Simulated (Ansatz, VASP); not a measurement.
**One calculation of Zr, two programs**

File INCAR:

```
ALGO = Normal ; EDIFF = 1E-6
ENCUT = 520 ; GGA = PS
ISIF = 2 ; ISMEAR = -1
LASPH = T ; LCHARG = T
LELF = T ; LREAL = F
LVHAR = T ; LWAVE = F
NBANDS = 12 ; NELM = 80
PREC = Accurate ; SIGMA = 0.1
```

Contents of KPOINTS:

```
k-points
0
Gamma
  14 14 14
```

File POSCAR:

```
Zr
1.0
    0.0000000000      2.2613228609      2.2613228609
    2.2613228609      0.0000000000      2.2613228609
    2.2613228609      2.2613228609      0.0000000000
Zr
1
Direct
    0.0000000000      0.0000000000      0.0000000000
```

Input for Ansatz:

```yaml
crystal:
  lattice:
    - [0.0, 2.2613228609, 2.2613228609]
    - [2.2613228609, 0.0, 2.2613228609]
    - [2.2613228609, 2.2613228609, 0.0]
  atoms:
    - { symbol: Zr, position: [0.0, 0.0, 0.0] }
hamiltonian:
  xc: pbesol
  pseudopotentials:
    kind: paw
    azcp:
      Zr: "pseudopotentials/Zr.paw.azcp"
basis:
  ecutwfc: 420
  fft_grid_basis: typed
kpoints:
  mp_grid: { grid: [14, 14, 14], shift: [0, 0, 0] }
magnetization:
  spin_polarized: false
scf:
  occupations: { method: fermi_dirac, width: 0.1 }
  lower_state_search: "off"
output:
  stress: true
  write_density: true
  write_potential: true
  elf: true
  volumetric_format: npy
```

Alike in both runs: task single point; functional PBEsol; k mesh 14 × 14 × 14; occupations fermi-dirac, width 0.1 eV; no spin polarisation.

```csv
,VASP,Ansatz
version,VASP 6.6.1,Ansatz 0.2.0
potentials or method,"VASP PAW PBE potentials, release 64 (Zr_sv)","plane waves (420 eV) with PAW, scalar-relativistic"
plane-wave cutoff (eV),520,420
valence electrons in the cell,12,12
```

|  | VASP | Ansatz | Ansatz less VASP |
| --- | --- | --- | --- |
| pressure (GPa) | -3.3 | -3.3 | -0.06 |

The functional is the same, so the differences come from potentials, cutoffs and numerics. Ansatz warned: «pseudo_functional_mismatch».

Caveats: the PAW data sets were made with another functional, which shifts forces and pressure a little (VASP).
